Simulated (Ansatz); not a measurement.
# I (diamond type): the cost of one run

Computed with Ansatz 0.2.0 (DFT PBE, with the methods named in each step, unless a step's input says otherwise).

## 1. Starting point

Symmetry: Fd-3m, No. 227, cubic system. The conventional cell has a = 6.980 Å, b = 6.980 Å, c = 6.980 Å, α = 90.00°, β = 90.00°, γ = 90.00°. I (site symmetry -43m) has 4 I at 3.02 Å in its first shell of neighbours.

Coordinates:

```cif
data_structure
_symmetry_space_group_name_H-M 'Fd-3m:1'
_symmetry_Int_Tables_number 227
_cell_length_a 6.9795
_cell_length_b 6.9795
_cell_length_c 6.9795
_cell_angle_alpha 90.000
_cell_angle_beta 90.000
_cell_angle_gamma 90.000
_cell_volume 340.00
loop_
_atom_site_label
_atom_site_type_symbol
_atom_site_symmetry_multiplicity
_atom_site_Wyckoff_symbol
_atom_site_fract_x
_atom_site_fract_y
_atom_site_fract_z
_atom_site_occupancy
I1 I 8 b 0.00000 0.50000 0.00000 1
```

The file gives the conventional cell by its symmetry; the runs use the cell typed in the input.

Whether this phase is the stable one at these pressures isn't tested.

Atoms are numbered in the order of the input: I1, I2.

## 2. Cell relaxed at zero pressure, PAW

input.yaml reads:

```yaml
crystal:
  lattice:
    - [0.0, 3.4897660234, 3.4897660234]
    - [3.4897660234, 0.0, 3.4897660234]
    - [3.4897660234, 3.4897660234, 0.0]
  atoms:
    - { symbol: I, position: [-0.125, -0.125, -0.125] }
    - { symbol: I, position: [0.125, 0.125, 0.125] }
kpoints:
  mp_grid: { grid: [10, 10, 10] }
scf:
  occupations: { method: fermi_dirac, width: 0.1 }
hamiltonian:
  xc: pbe
  pseudopotentials: { kind: paw }
output:
  forces: true
  stress: true
  write_density: true
  write_potential: true
  elf: true
  volumetric_format: npy
relax:
  f_tol: 0.005
  max_steps: 40
  cell: {}
```

Run with:

```
$ ansatz run input.yaml --threads 1 --pin off --max-ram 2048MiB --backend cpu --events-out ev --progress --plain --runs-dir out
```

Q: Estimate wall time and peak memory on 1 thread of Arm Neoverse V1, shared host.

About 55 s, with a peak of 0.42 GiB.
